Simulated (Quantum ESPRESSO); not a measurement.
Crystal: NaCl.

```
Cl Na
1.0
     0.00000    2.79406    2.79406
     2.79406    0.00000    2.79406
     2.79406    2.79406    0.00000
Cl Na
1 1
Direct
  0.50000 0.50000 0.50000
  0.00000 0.00000 0.00000
```

The cell is a database's computed one.

- Program: Quantum ESPRESSO 7.5
- Task: phonons
- Functional: PBEsol
- Potentials or basis: PseudoDojo 0.4.1 SR PBEsol standard
- Cutoff: 1197 eV
- Density cutoff: 4789 eV
- k mesh: 4 × 4 × 4, shifted
- Occupations: fermi-dirac, width 0.05 eV
- Spin: no spin polarisation
- Target pressure: 10 GPa
- Mixing beta: 0.5
- Most SCF iterations: 120
- SCF threshold: 4e-10 Ry

The cell and the atoms were relaxed first at 10 GPa, to 17.53 Å³/atom (a = 3.674 Å, b = 3.674 Å, c = 3.674 Å, α = 60.00°, β = 60.00°, γ = 60.00°), and the response was taken there.

The first run showed a gap, so the response started from a second, tighter run with fixed occupations.

The run gives a transverse optical frequency of 272 cm⁻¹, an electronic dielectric constant of 2.79 and Born charges of ±1.02 e.

What are the longitudinal frequency and the static dielectric constant?

The longitudinal mode lies at 334 cm⁻¹, 62 cm⁻¹ over the transverse one, and the static constant is 4.21. The two agree with the Lyddane-Sachs-Teller relation: (334/272)² = 1.51 and 4.21/2.79 = 1.51.

Caveat: the volume moved by over 15 % at a fixed basis, so the end points are rough; the cell is more than 3 GPa from zero pressure, which shifts response properties; before the sum rule the acoustic modes lie tens of cm⁻¹ from zero, a sign that the density grid also shifts the optical modes.
